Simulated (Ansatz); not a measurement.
# WC: the cost of one run

Method: DFT LDA, plane waves, PAW, scalar-relativistic, no spin polarisation, in Ansatz 0.2.0.

**1. Starting point**

The cell holds 16 atoms (C8W8): a = 5.813 Å, b = 5.673 Å, c = 16.195 Å, α = 90.00°, β = 90.00°, γ = 90.00°.

Structure file:

```xyz
16
Lattice="5.8130 0.0000 0.0000 0.0000 5.6732 0.0000 0.0000 0.0000 16.1952" Properties=species:S:1:pos:R:3 pbc="T T T"
W     0.0000    0.0000    1.0000
C     2.9065    1.4183    2.6781
W     1.4532    0.0000    3.5171
C     1.4532    1.4183    5.1952
W     0.0000    2.8366    1.0000
C     2.9065    4.2549    2.6781
W     1.4532    2.8366    3.5171
C     1.4532    4.2549    5.1952
W     2.9065    0.0000    1.0000
C     5.8130    1.4183    2.6781
W     4.3598    0.0000    3.5171
C     4.3598    1.4183    5.1952
W     2.9065    2.8366    1.0000
C     5.8130    4.2549    2.6781
W     4.3598    2.8366    3.5171
C     4.3598    4.2549    5.1952
```

**2. Preparing the start**

input.yaml reads:

```yaml
crystal:
  lattice:
    - [5.813, 0.0, 0.0]
    - [0.0, 5.6732, 0.0]
    - [0.0, 0.0, 16.195171]
  atoms:
    - { symbol: W, position: [0.0, 0.0, 0.0617468] }
    - { symbol: C, position: [0.5, 0.25, 0.1653622] }
    - { symbol: W, position: [0.25, 0.0, 0.2171698] }
    - { symbol: C, position: [0.25, 0.25, 0.3207852] }
    - { symbol: W, position: [0.0, 0.5, 0.0617468] }
    - { symbol: C, position: [0.5, 0.75, 0.1653622] }
    - { symbol: W, position: [0.25, 0.5, 0.2171698] }
    - { symbol: C, position: [0.25, 0.75, 0.3207852] }
    - { symbol: W, position: [0.5, 0.0, 0.0617468] }
    - { symbol: C, position: [1.0, 0.25, 0.1653622] }
    - { symbol: W, position: [0.75, 0.0, 0.2171698] }
    - { symbol: C, position: [0.75, 0.25, 0.3207852] }
    - { symbol: W, position: [0.5, 0.5, 0.0617468] }
    - { symbol: C, position: [1.0, 0.75, 0.1653622] }
    - { symbol: W, position: [0.75, 0.5, 0.2171698] }
    - { symbol: C, position: [0.75, 0.75, 0.3207852] }
basis:
  ecutwfc: 420.0
kpoints:
  mp_grid: { grid: [3, 3, 1] }
hamiltonian:
  xc: lda
  pseudopotentials: { kind: paw, azcp: { folder: soft_1 } }
scf:
  occupations: { method: fermi_dirac, width: 0.05 }
  lower_state_search: "off"
relax:
  f_tol: 0.08
  max_steps: 25
  adjacent_minimum: "off"
  constraints: [{ sites: [0, 4, 8, 12] }]
```

Run with:

```console
ansatz run input.yaml --threads 2 --pin off --max-ram 5120MiB --backend cpu --events-out ev --progress --plain --runs-dir out
```

Q: Estimate wall time and peak memory on 2 threads of Arm Neoverse V1, shared host.

About 46 s, with a peak of 0.73 GiB.
